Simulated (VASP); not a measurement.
# VASP 6.6.1 run: C

INCAR

```
NELECT = 16.5
ISMEAR = -1
NSW = 0
IBRION = -1
GGA = PE
EDIFF = 1E-7
LASPH = .TRUE.
ENCUT = 520
SIGMA = 0.02
NBANDS = 16
LCHARG = .FALSE.
ADDGRID = .TRUE.
ISIF = 2
NELM = 81
PREC = Accurate
LWAVE = .FALSE.
LREAL = .FALSE.
```

KPOINTS

```
KPOINTS created by Atomic Simulation Environment
0
Gamma
12 12 6
0 0 0
```

POSCAR

```
C
 1.0000000000000000
     2.5031953717780824    0.0000000000287717    0.0000000000000000
    -1.2515976859139586    2.1678307825810661    0.0000000000000000
    -0.0000000000000000    0.0000000000000000    4.1688692921454775
 C
   4
Cartesian
 -0.0000000000166113  1.4452205217303011  0.0009643286881245
  1.2515976858807356  0.7226102608795363  2.0853989747608632
 -0.0000000000166113  1.4452205217303011  1.5623616558664297
  1.2515976858807356  0.7226102608795363  3.6467963019391694
```

The recommended PBE PAW datasets give the neutral cell 16 valence electrons.

Command

```
mpirun -np 1 vasp_std
```

**Question.** Predict the outcome of this run.

**Answer.** It converged. Results: pressure 61.4 GPa; largest force 1.40 eV/Å.

OSZICAR

```
N       E                     dE             d eps       ncg     rms          rms(c)
DAV:   1     0.299587840263E+02    0.29959E+02   -0.84971E+03  2432   0.989E+02
DAV:   2    -0.286444850447E+02   -0.58603E+02   -0.54754E+02  3480   0.192E+02
DAV:   3    -0.305007131549E+02   -0.18562E+01   -0.18452E+01  3024   0.289E+01
DAV:   4    -0.305079807280E+02   -0.72676E-02   -0.72666E-02  3024   0.221E+00
DAV:   5    -0.305080149996E+02   -0.34272E-04   -0.34271E-04  3008   0.136E-01    0.817E+00
DAV:   6    -0.292326727317E+02    0.12753E+01   -0.98072E-01  2776   0.609E+00    0.472E+00
DAV:   7    -0.288919188962E+02    0.34075E+00   -0.71100E-01  3136   0.550E+00    0.123E+00
DAV:   8    -0.288938708104E+02   -0.19519E-02   -0.11510E-02  2624   0.779E-01    0.136E-01
DAV:   9    -0.288934308464E+02    0.43996E-03   -0.11064E-03  3008   0.215E-01    0.242E-02
DAV:  10    -0.288934519718E+02   -0.21125E-04   -0.22147E-05  2824   0.431E-02    0.627E-03
DAV:  11    -0.288934518268E+02    0.14498E-06   -0.19293E-06  2880   0.104E-02    0.123E-03
DAV:  12    -0.288934516383E+02    0.18853E-06   -0.91553E-08  2080   0.248E-03    0.418E-04
DAV:  13    -0.288934516259E+02    0.12316E-07   -0.14025E-08  1576   0.962E-04
   1 F= -.28893452E+02 E0= -.28893100E+02  d E =-.702378E-03
```

Standard output (part)

```
POSCAR found type information on POSCAR C
 POSCAR found :  1 types and       4 ions
 LDA part: xc-table for (Slater+PW92), standard interpolation
 POSCAR, INCAR and KPOINTS ok, starting setup
 WAVECAR not read
 entering main loop
 the old and the new charge density differ
    0.817E+00
```

The cell is charged and sits in a uniform background.

For comparison, a separate PBE run of the intended cell, on usual settings and not on those above, gives a gap of 3.31 eV on its mesh and a pressure of 4.8 GPa.
